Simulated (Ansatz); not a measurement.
# Ge: the cost of one run

Computed with Ansatz 0.2.0 (DFT PBE, scalar-relativistic, plane waves, PAW, unless a step's input says otherwise).

3 further runs of the same task are left out: 3 set aside as unsound or not needed.

## (1) The starting structure

It takes space group Fd-3m (No. 227, cubic). Conventional cell: a = 5.760 Å, b = 5.760 Å, c = 5.760 Å, α = 90.00°, β = 90.00°, γ = 90.00°. Ge (site symmetry -43m) is surrounded by 4 Ge at 2.49 Å.

As a file:

```cif
data_structure
_symmetry_space_group_name_H-M 'Fd-3m:1'
_symmetry_Int_Tables_number 227
_cell_length_a 5.7596
_cell_length_b 5.7596
_cell_length_c 5.7596
_cell_angle_alpha 90.000
_cell_angle_beta 90.000
_cell_angle_gamma 90.000
_cell_volume 191.07
loop_
_atom_site_label
_atom_site_type_symbol
_atom_site_symmetry_multiplicity
_atom_site_Wyckoff_symbol
_atom_site_fract_x
_atom_site_fract_y
_atom_site_fract_z
_atom_site_occupancy
Ge1 Ge 8 a 0.00000 0.00000 0.00000 1
```

It goes back to an entry of the Materials Project.

The unstrained cell was computed beforehand with the same settings: E(σ→0) = -17179.9364 eV for 4 atoms, gap none (metal).

## (2) The cell strained by +2.0 %

The input, input.yaml:

```yaml
crystal:
  lattice:
    - [2.879815858, 2.879815858, 0.0]
    - [-2.879815858, 2.879815858, 0.0]
    - [0.0814534929, 0.0814534929, 5.759631716]
  atoms:
    - { symbol: Ge, position: [0.5, 0.5, 0.5] }
    - { symbol: Ge, position: [0.5, 0.0, 0.25] }
    - { symbol: Ge, position: [0.0, 0.0, 0.0] }
    - { symbol: Ge, position: [0.0, 0.5, 0.75] }
basis:
  ecutwfc: 420
kpoints:
  mp_grid: { grid: [14, 14, 10] }
hamiltonian:
  xc: pbe
scf:
  occupations: { method: gaussian, width: 0.1 }
output:
  forces: true
  stress: true
  eigenvalues: true
relax:
  adjacent_minimum: "off"
  f_tol: 0.008
  max_steps: 40
```

Run with:

```
$ ansatz run input.yaml --threads 1 --pin off --max-ram 2560MiB --backend cpu --events-out ev --progress --plain --runs-dir out
```

**Question.** How long does this run take on 1 thread of Intel Xeon 6975P-C (Granite Rapids), shared host, and how much memory does it need?

About 1.9 min, with a peak of 1.4 GiB.
